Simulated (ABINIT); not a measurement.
The system is Rh.

```
CELL_PARAMETERS angstrom
0.00000 1.89785 1.89785
1.89785 0.00000 1.89785
1.89785 1.89785 0.00000
ATOMIC_POSITIONS crystal
Rh 0.00000 0.00000 0.00000
```

Base run:

| Item | Value |
| --- | --- |
| Program | ABINIT 10.8.3 (patched build) |
| Functional | revPBE |
| Potentials or basis | JTH PAW PBE v2.0 |
| Cutoff | 544 eV |
| k mesh | 12 × 12 × 12 |
| Occupations | fermi-dirac, width 0.05 eV |
| Spin | spin-orbit coupling, no magnetisation |

Its results: band gap on the k mesh none (metal or under the smearing width); pressure 10.8 GPa.

Task: The run is repeated on the same cell with these changes: functional from revPBE to HCTH407; spin from spin-orbit coupling, no magnetisation to no spin polarisation. What comes out?

Result: Band gap on the k mesh none (metal or under the smearing width); pressure 1.3 GPa.

Several settings changed at once, so the effect can't be laid on one alone.

Caveats: the PAW data sets were made with another functional, which shifts forces and pressure a little.
